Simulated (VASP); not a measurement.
Runs of VASP 6.6.1 on LiH. The structure is cubic, space group Pm-3m (No. 221). Conventional cell: a = 2.502 Å, b = 2.502 Å, c = 2.502 Å, α = 90.00°, β = 90.00°, γ = 90.00°. Li (site symmetry m-3m) has 8 H at 2.17 Å as nearest neighbours. Around H (site symmetry m-3m) lie 8 Li at 2.17 Å. The cell was built by a generator and needn't be a form met in nature.

```csv
level,cell,k mesh,exchange at q = 0,grid for exact exchange (PRECFOCK),share of exact exchange,screening parameter,mesh quality,gap on the mesh (eV)
PBEsol,basis.ecutrho_ratio = 8,8 × 8 × 8,-,-,-,-,not flagged,0.47
PBE-based screened hybrid,as given,4 × 4 × 4,truncated,Normal,0.4,0.5,coarse,1.17
PBEsol,as given,8 × 8 × 8,-,-,-,-,not flagged,0.47
HSE06,as given,4 × 4 × 4,truncated,Normal,-,0.2079 1/A,coarse,(a)
```

Alike in all rows: task single point; potentials or basis VASP PAW PBE potentials, release 64 (Li_sv, H); no spin polarisation; cutoff (eV) 520; smearing gaussian 0.01 eV.

Problem. Estimate the missing entries.

Solution. (a) 1.46.

Caveats: some runs use coarse meshes.

A k mesh can miss the band edges.
